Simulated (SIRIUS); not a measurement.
## Ce: changing the starting magnetic order

```
Ce
1.0
     0.00000    2.58060    2.58060
     2.58060    0.00000    2.58060
     2.58060    2.58060    0.00000
Ce
1
Direct
  0.00000 0.00000 0.00000
```

Kept alike: task single point; functional PBE; k mesh 9 × 9 × 9; occupations fermi-dirac, width 0.05 eV. Program: SIRIUS, all-electron FP-LAPW, apw+lo standard, cutoff 168 eV. The mesh is that of the run's cell of 1 atom. No spin-orbit coupling.

| starting magnetic order | largest site moment (μB) | moment of the cell (μB) | free energy over the lowest row (meV/atom) |
| --- | --- | --- | --- |
| ferromagnetic | 0.66 | 0.80 | 0.09 |
| ferromagnetic start, larger moments | 0.66 | 0.80 | 0.09 |
| non-collinear | - | 0.80 | 0.00 |
| non-magnetic | 0.00 | 0.00 | 5.15 |

For a metal such a mesh leaves the last digits unconverged. Moments of the cell are magnitudes, and a label names the start alone. A dash stands where a model potential gives no energy or stress, or where a value looked faulty or was in doubt. The runs hold the magnetic state that their start led to, which needn't be the lowest. The row without spin has no moments by construction. Site moments count inside each atom's sphere or projector.

Problem. What does the starting magnetic order change here?

Solution. The largest site moment runs from 0.00 (non-magnetic) to 0.66 μB (ferromagnetic; ferromagnetic start, larger moments). The moment of the cell runs from 0.00 (non-magnetic) to 0.80 μB (ferromagnetic; ferromagnetic start, larger moments; non-collinear). The free energy is lowest at non-collinear, and 5.15 meV an atom higher at non-magnetic. Starts that end at one energy have found one state: ferromagnetic; ferromagnetic start, larger moments.
